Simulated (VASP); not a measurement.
# Zr (P6_3/mmc) in VASP: a series of runs

Aim: see how the results for Zr move with the level of theory and the settings. Levels: LDA, PBE. Tasks: relaxation of shape and atoms at fixed volume, relaxation of cell and atoms.

Everything below comes from runs of VASP 6.6.1. Logs are shortened: lines on timing, memory, paths and dates and some standing lists are left out, and cuts for length are marked.

### Step 1. The structure

The structure is hexagonal, space group P6_3/mmc (No. 194). Conventional cell: a = 3.232 Å, b = 3.232 Å, c = 5.147 Å, α = 90.00°, β = 90.00°, γ = 120.00°. Zr (site symmetry -6m2) is surrounded by 12 Zr at 3.18 to 3.23 Å.

### Step 2. Relaxation of shape and atoms at fixed volume, LDA (a relaxed cell with its volume scaled by 1.02)

INCAR

```
SYSTEM = Zr
  ALGO = Fast
  EDIFF = 1E-7
  EDIFFG = -0.01
  ENCUT = 600
  GGA = CA
  IBRION = 2
  ISIF = 4
  ISMEAR = 1
  LASPH = .TRUE.
  LCHARG = .FALSE.
  LREAL = .FALSE.
  LWAVE = .FALSE.
  NELM = 80
  NSW = 40
  PREC = Accurate
  SIGMA = 0.1
```

KPOINTS

```
k-points
0
G
  15 15 7
  0 0 0
```

POSCAR

```
Zr                                      
1.0
    3.1701321275      0.0000000000      0.0000000000
   -1.5850660638      2.7454149557     -0.0000000000
    0.0000000000      0.0000000000      5.1158868217
  Zr            
     2
Direct
     0.3333333332999970    0.6666666667000030    0.2500000000000000
     0.6666666667000030    0.3333333332999970    0.7500000000000000
```

Potentials or basis: VASP PAW LDA potentials, release 64 (Zr_sv).

On the command line:

```bash
> cat potpaw_LDA.64/Zr_sv/POTCAR > POTCAR
> mpirun -np 1 vasp_std > vasp.out
```

OUTCAR:

```text
SYSTEM = Zr
   EDIFF = 1E-7
   EDIFFG = -0.01
   ENCUT = 600
   GGA = CA
   IBRION = 2
   ISIF = 4
   ISMEAR = 1
   LASPH = .TRUE.
   LREAL = .FALSE.
   NELM = 80
   NSW = 40
   PREC = Accurate

 ion  position               nearest neighbor table
   1  0.333  0.667  0.250-   2 3.15   2 3.15   2 3.15   2 3.15   2 3.15   2 3.15
   2  0.667  0.333  0.750-   1 3.15   1 3.15   1 3.15   1 3.15   1 3.15   1 3.15

  LATTYP: Found a hexagonal cell.
 ALAT       =     3.1701321275
 C/A-ratio  =     1.6137771600

  Lattice vectors:

 A1 = (   3.1701321275,   0.0000000000,   0.0000000000)
 A2 = (  -1.5850660638,   2.7454149557,   0.0000000000)
 A3 = (   0.0000000000,   0.0000000000,   5.1158868217)

Analysis of symmetry for initial positions (statically):
=====================================================================
 Subroutine PRICEL returns:
 Original cell was already a primitive cell.

 Routine SETGRP: Setting up the symmetry group for a
 hexagonal supercell.

 Subroutine GETGRP returns: Found 24 space group operations
 (whereof 12 operations were pure point group operations)
 out of a pool of 24 trial point group operations.

The static configuration has the point symmetry D_3d.
 The point group associated with its full space group is D_6h.

Analysis of symmetry for dynamics (positions and initial velocities):
=====================================================================
 Subroutine PRICEL returns:
 Original cell was already a primitive cell.

 Routine SETGRP: Setting up the symmetry group for a
 hexagonal supercell.

 Subroutine GETGRP returns: Found 24 space group operations
 (whereof 12 operations were pure point group operations)
 out of a pool of 24 trial point group operations.

The dynamic configuration has the point symmetry D_3d.
 The point group associated with its full space group is D_6h.

 Subroutine INISYM returns: Found 24 space group operations
 (whereof 12 operations are pure point group operations),
 and found     1 'primitive' translations

----------------------------------------------------------------------------------------

                                     Primitive cell

  volume of cell :      44.5252

  direct lattice vectors                    reciprocal lattice vectors
     3.170132128  0.000000000  0.000000000     0.315444265  0.182121832  0.000000000
    -1.585066064  2.745414956  0.000000000     0.000000000  0.364243663  0.000000000
     0.000000000  0.000000000  5.115886822     0.000000000  0.000000000  0.195469531

  length of vectors
     3.170132128  3.170132127  5.115886822     0.364243663  0.364243663  0.195469531

  position of ions in fractional coordinates (direct lattice)
     0.333333333  0.666666667  0.250000000
     0.666666667  0.333333333  0.750000000

  ion indices of the primitive-cell ions
   primitive index   ion index
                 1           1
                 2           2

----------------------------------------------------------------------------------------

 KPOINTS: k-points

Automatic generation of k-mesh.
 Grid dimensions read from file:
 generate k-points for:   15   15    7

 Generating k-lattice:

  Cartesian coordinates                     Fractional coordinates (reciprocal lattice)
     0.021029618  0.012141455  0.000000000     0.066666667  0.000000000  0.000000000
     0.000000000  0.024282911  0.000000000     0.000000000  0.066666667  0.000000000
     0.000000000  0.000000000  0.027924219     0.000000000  0.000000000  0.142857143

  Length of vectors
     0.024282911  0.024282911  0.027924219

  Shift w.r.t. Gamma in fractional coordinates (k-lattice)
     0.000000000  0.000000000  0.000000000

 Subroutine IBZKPT returns following result:
 ===========================================

 Found    108 irreducible k-points:

 Following reciprocal coordinates:
            Coordinates               Weight
  0.000000  0.000000  0.000000      1.000000
  0.066667  0.000000  0.000000      6.000000
  0.133333 -0.000000  0.000000      6.000000
  0.200000 -0.000000  0.000000      6.000000
  0.266667 -0.000000  0.000000      6.000000
  0.333333 -0.000000  0.000000      6.000000
[... 16 lines left out ...]
  0.333333  0.200000  0.000000     12.000000
  0.400000  0.200000  0.000000      6.000000
 [... further k-points ...]
   k-points           NKPTS =    108   k-points in BZ     NKDIM =    108   number of bands    NBANDS=     16
   number of dos      NEDOS =    301   number of ions     NIONS =      2
   total plane-waves  NPLWV =  32928
   dimension x,y,z NGX =    28 NGY =   28 NGZ =   42
   dimension x,y,z NGXF=    56 NGYF=   56 NGZF=   84
   ions per type =               2
   NGX,Y,Z   is equivalent  to a cutoff of  14.68, 14.68, 13.65 a.u.
   NGXF,Y,Z  is equivalent  to a cutoff of  29.37, 29.37, 27.30 a.u.
 SYSTEM =  Zr
   PREC   = accura    normal or accurate (medium, high low for compatibility)
   ISTART =      0    job   : 0-new  1-cont  2-samecut
   ICHARG =      2    charge: 1-file 2-atom 10-const
   ISPIN  =      1    spin polarized calculation?
   LNONCOLLINEAR =      F non collinear calculations
   LSORBIT =      F    spin-orbit coupling
   LASPH  =      T    aspherical Exc in radial PAW
   ENCUT  =  600.0 eV  44.10 Ry    6.64 a.u.   6.33  6.33 10.22*2*pi/ulx,y,z
   NELM   =     80;   NELMIN=  2; NELMDL= -5     # of ELM steps
   EDIFF  = 0.1E-06   stopping-criterion for ELM
   LREAL  =      F    real-space projection
   EDIFFG = -.1E-01   stopping-criterion for IOM
   NSW    =     40    number of steps for IOM
   IBRION =      2    ionic relax: 0-MD 1-quasi-New 2-CG
   NFREE  =      1    steps in history (QN), initial steepest desc. (CG)
   ISIF   =      4    stress and relaxation
   ISYM   =      2    0-nonsym 1-usesym 2-fastsym
   POTIM  = 0.5000    time-step for ionic-motion
   TEBEG  =    0.0;   TEEND  =   0.0 temperature during run
   PSTRESS=    0.0 pullay stress
   NELECT =      24.0000    total number of electrons
   NUPDOWN=      -1.0000    fix difference up-down
   EMIN   =  10.00;   EMAX   =-10.00  energy-range for DOS
   EFERMI =   0.00;   METHOD = LEGACY
   ISMEAR =     1;   SIGMA  =   0.10  broadening in eV -4-tet -1-fermi 0-gaus
   EFERMI_NEDOS =   21; number of points for ismear=-14 and -15
   IALGO  =     68    algorithm
   IMIX   =      4    mixing-type and parameters
     AMIX     =   0.40;   BMIX     =  1.00
     AMIX_MAG =   1.60;   BMIX_MAG =  1.00
  volume/ion in A,a.u.               =      22.26       150.24
  Fermi-wavevector in a.u.,A,eV,Ry     =   1.332324  2.517727 24.151524  1.775087
  Thomas-Fermi vector in A             =   2.461267
   LORBIT       =      0    0 simple, 1 ext, 2 COOP (PROOUT), +10 PAW based schemes
   GGA     = CA    functional components
   LHFCALC =     F    Hartree Fock is set to
   AEXX    =    0.0000 exact exchange contribution
   IVDW    =     0    specifies the selected vdW correction
   LEPSILON=     F    determine dielectric tensor
   LRPA    =     F    only Hartree local field effects (RPA)
 conjugate gradient relaxation of ions
 non-spin polarized calculation
 RMM-DIIS sequential band-by-band and
 Methfessel and Paxton  Order N= 1 SIGMA  =   0.10
  energy-cutoff  :      600.00
  volume of cell :       44.53
 maximum number of plane-waves:      1508
 NGX is ok and might be reduce to    28
   NGX = 13   NGY = 13   NGZ = 21

--------------------------------------- Ionic step        1  -------------------------------------------

 number of electron      24.0000000 magnetization

 Free energy of the ion-electron system (eV)
  ---------------------------------------------------
  ext. energy  EPLUGINS =         0.00000000
  ---------------------------------------------------
  free energy    TOTEN  =       -18.57924283 eV

  energy without entropy =      -18.58053873  energy(sigma->0) =      -18.57967480

------------------------ aborting loop because EDIFF is reached ----------------------------------------

  FORCE on cell =-STRESS in cart. coord.  units (eV):
  Direction    XX          YY          ZZ          XY          YZ          ZX
  --------------------------------------------------------------------------------------
  -------------------------------------------------------------------------------------
  Total       -0.5387005     -0.5387005     -0.6108998      0.0000000     -0.0000000      0.0000000
  in kB      -19.3843697    -19.3843697    -21.9823591      0.0000000     -0.0000000      0.0000000
  external PRESSURE =     -20.2503662 kB  Pullay stress =       0.0000000 kB

 VOLUME and BASIS-vectors are now :
 -----------------------------------------------------------------------------
  energy-cutoff  :      600.00
  volume of cell :       44.53
      direct lattice vectors                 reciprocal lattice vectors
     3.170132128  0.000000000  0.000000000     0.315444265  0.182121832  0.000000000
    -1.585066064  2.745414956  0.000000000     0.000000000  0.364243663  0.000000000
     0.000000000  0.000000000  5.115886822     0.000000000  0.000000000  0.195469531

 POSITION                                       TOTAL-FORCE (eV/Angst)
 -----------------------------------------------------------------------------------
     -0.00000      1.83028      1.27897        -0.000000     -0.000000      0.000000
      1.58507      0.91514      3.83692         0.000000      0.000000      0.000000
 -----------------------------------------------------------------------------------
    total drift:                               -0.000000      0.000000     -0.000000

  FREE ENERGIE OF THE ION-ELECTRON SYSTEM (eV)
  ---------------------------------------------------
  free  energy   TOTEN  =       -18.5792428326 eV

  energy  without entropy=      -18.5805387325  energy(sigma->0) =      -18.57967480

--------------------------------------- Ionic step        2  -------------------------------------------

 number of electron      24.0000000 magnetization

 Free energy of the ion-electron system (eV)
  ---------------------------------------------------
  ext. energy  EPLUGINS =         0.00000000
  ---------------------------------------------------
  free energy    TOTEN  =       -18.57930159 eV

  energy without entropy =      -18.58065437  energy(sigma->0) =      -18.57975252

 E-fermi :   9.3091     XC(G=0): -11.5000

 val. band max:        9.3037148809   @ k =   0.0667   0.0000   0.4286
 cond. band min:       9.3099542860   @ k =   0.1333  -0.0000   0.0000
 fundamental gap:      0.0062394051
 Fermi energy:         9.3091393780

 k-point     1 :       0.0000    0.0000    0.0000
  band No.  band energies     occupation
      1     -39.1793      2.00000
      2     -38.9965      2.00000
      3     -17.9276      2.00000
      4     -16.9108      2.00000
      5     -16.9108      2.00000
      6     -16.7728      2.00000
[... 8 lines left out ...]
     15      10.8617     -0.00000
     16      10.8617     -0.00000

 k-point     2 :       0.0667    0.0000    0.0000
  band No.  band energies     occupation
      1     -39.1729      2.00000
      2     -38.9936      2.00000
      3     -17.9117      2.00000
      4     -16.9479      2.00000
      5     -16.9227      2.00000
      6     -16.7939      2.00000
[... 8 lines left out ...]
     15      10.7449     -0.00000
     16      10.9788     -0.00000

 k-point     3 :       0.1333   -0.0000    0.0000
  band No.  band energies     occupation
      1     -39.1546      2.00000
      2     -38.9856      2.00000
      3     -17.8653      2.00000
      4     -17.0527      2.00000
      5     -16.9556      2.00000
      6     -16.9005      2.00000
[... 8 lines left out ...]
     15      10.8886     -0.00000
     16      11.1282     -0.00000
[... 362 lines left out ...]
 k-point    23 :       0.3333    0.2000    0.0000
  band No.  band energies     occupation
      1     -38.9992      2.00000
      2     -38.9499      2.00000
      3     -17.6412      2.00000
      4     -17.4827      2.00000
      5     -17.3871      2.00000
      6     -17.2822      2.00000
[... 8 lines left out ...]
     15      10.7781     -0.00000
     16      13.2217      0.00000

 k-point    24 :       0.4000    0.2000    0.0000
  band No.  band energies     occupation
      1     -38.9893      2.00000
      2     -38.9522      2.00000
      3     -17.6665      2.00000
      4     -17.4780      2.00000
      5     -17.3444      2.00000
      6     -17.3176      2.00000
[... 8 lines left out ...]
     15      10.9339     -0.00000
     16      13.6658      0.00000

 [... further k-points ...]
[... 5 lines left out ...]
  --------------------------------------------------------------------------------------
  -------------------------------------------------------------------------------------
  Total       -0.5498416     -0.5498416     -0.5775966      0.0000000      0.0000000      0.0000000
  in kB      -19.7852662    -19.7852662    -20.7839910      0.0000000      0.0000000      0.0000000
  external PRESSURE =     -20.1181745 kB  Pullay stress =       0.0000000 kB

 VOLUME and BASIS-vectors are now :
 -----------------------------------------------------------------------------
  energy-cutoff  :      600.00
  volume of cell :       44.53
      direct lattice vectors                 reciprocal lattice vectors
     3.171973504  0.000000000  0.000000000     0.315261145  0.182016107  0.000000000
    -1.585986752  2.747009635 -0.000000000    -0.000000000  0.364032214  0.000000000
     0.000000000 -0.000000000  5.109948852    -0.000000000  0.000000000  0.195696675

 POSITION                                       TOTAL-FORCE (eV/Angst)
 -----------------------------------------------------------------------------------
     -0.00000      1.83134      1.27749         0.000000     -0.000000      0.000000
      1.58599      0.91567      3.83246        -0.000000      0.000000      0.000000
 -----------------------------------------------------------------------------------
    total drift:                               -0.000000      0.000000     -0.000000

  FREE ENERGIE OF THE ION-ELECTRON SYSTEM (eV)
  ---------------------------------------------------
  free  energy   TOTEN  =       -18.5793015895 eV

  energy  without entropy=      -18.5806543749  energy(sigma->0) =      -18.57975252

 reached required accuracy - stopping structural energy minimisation
```

Run time: 3.6 min. Hardware: 1 thread of Intel Xeon Platinum 8488C (Sapphire Rapids), shared host; peak memory 0.21 GiB.

What came out:

```
Free energy               : -18.5793 eV
Energy gained by relaxing : 0.0 meV/atom
Ionic steps               : 2
Pressure after relaxing   : -2.0 GPa
Band gap on the k mesh    : none (metal or under the smearing width)
```

Stress tensor (GPa, compression positive):
```
-1.98  0.00  0.00
 0.00 -1.98  0.00
 0.00  0.00 -2.08
```

Final structure:
```
Zr
1.0
     3.17197    0.00000    0.00000
    -1.58599    2.74701    0.00000
     0.00000    0.00000    5.10995
Zr
2
Direct
  0.33333 0.66667 0.25000
  0.66667 0.33333 0.75000
```

Levels at points of the mesh, in eV from the Fermi level:
```csv
k point,band 10,band 11,band 12,band 13,band 14,band 15
"(0.00, 0.00, 0.00)",-3.17,0.85,0.85,0.89,1.33,1.55
```

### Step 3. Relaxation of shape and atoms at fixed volume, LDA (a relaxed cell with its volume scaled by 1.04)

INCAR is that of step 2.

KPOINTS is that of step 2.

POSCAR

```
Zr                                      
1.0
    3.1907179779      0.0000000000      0.0000000000
   -1.5953589890      2.7632428251     -0.0000000000
    0.0000000000      0.0000000000      5.1491077968
  Zr            
     2
Direct
     0.3333333332999970    0.6666666667000030    0.2500000000000000
     0.6666666667000030    0.3333333332999970    0.7500000000000000
```

Potentials or basis: VASP PAW LDA potentials, release 64 (Zr_sv).

On the command line:

```bash
> cat potpaw_LDA.64/Zr_sv/POTCAR > POTCAR
> mpirun -np 1 vasp_std > vasp.out
```

Run time: 3.9 min. Hardware: 1 thread of Intel Xeon Platinum 8488C (Sapphire Rapids), shared host; peak memory 0.21 GiB.

Results (log left out):

* Free energy: -18.5637 eV
* Energy gained by relaxing: 0.1 meV/atom
* Ionic steps: 3
* Pressure after relaxing: -3.8 GPa
* Band gap on the k mesh: none (metal or under the smearing width)

Step by step:
```
step  energy change (eV)  largest force (eV/Å)  pressure (GPa)
   1              0.0000                0.0000           -3.87
   2             -0.0002                0.0000           -3.86
   3             -0.0002                0.0000           -3.85
```

Final structure:
```
Zr
1.0
     3.19568    0.00000    0.00000
    -1.59784    2.76754    0.00000
     0.00000    0.00000    5.13312
Zr
2
Direct
  0.33333 0.66667 0.25000
  0.66667 0.33333 0.75000
```

Levels at points of the mesh, in eV from the Fermi level:
```tsv
k point	band 8	band 9	band 10	band 11	band 12	band 13	band 14	band 15	band 16
(0.00, 0.00, 0.00)	-26.13	-5.69	-3.12	0.84	0.84	0.91	1.28	1.53	1.53
```

[end of part 1 of 2]
